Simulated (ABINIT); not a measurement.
Runs of ABINIT 10.8.3 (patched build) on WC (Qusongite). It takes space group P-6m2 (No. 187, hexagonal). Conventional cell: a = 2.907 Å, b = 2.907 Å, c = 2.837 Å, α = 90.00°, β = 90.00°, γ = 120.00°. Around W (site symmetry -6m2) lie 6 C at 2.20 Å. C (site symmetry -6m2) has 6 W at 2.20 Å as nearest neighbours. 

| level | gap on the mesh (eV) | pressure (GPa) |
| --- | --- | --- |
| LDA | none | (a) |
| SCAN | none | -2.2 |
| PW91 | none | 6.4 |
| TB-mBJ | none | - |
| PBEsol | none | -2.7 |

Alike in all rows: task band structure; potentials or basis JTH PAW PBE v2.0; no spin polarisation; cell as given; k mesh 10 × 10 × 9; cutoff (eV) 626; smearing fermi-dirac 0.05 eV.

**Question.** Fill in the values left out.

**Answer.** (a) -8.9.

Caveats: the PAW data sets were made with another functional, which shifts forces and pressure a little; spin-orbit coupling is left out, which moves the levels of the heavy elements; the constant c of TB-mBJ comes from the pseudo density here, which moves gaps by up to 0.3 eV between sets of potentials (some runs).

A k mesh can miss the band edges, and the runs leave out spin-orbit coupling on W.

A gap of «none» marks a metal or a gap under the smearing width.

Runs at the PBE level aren't shown here.
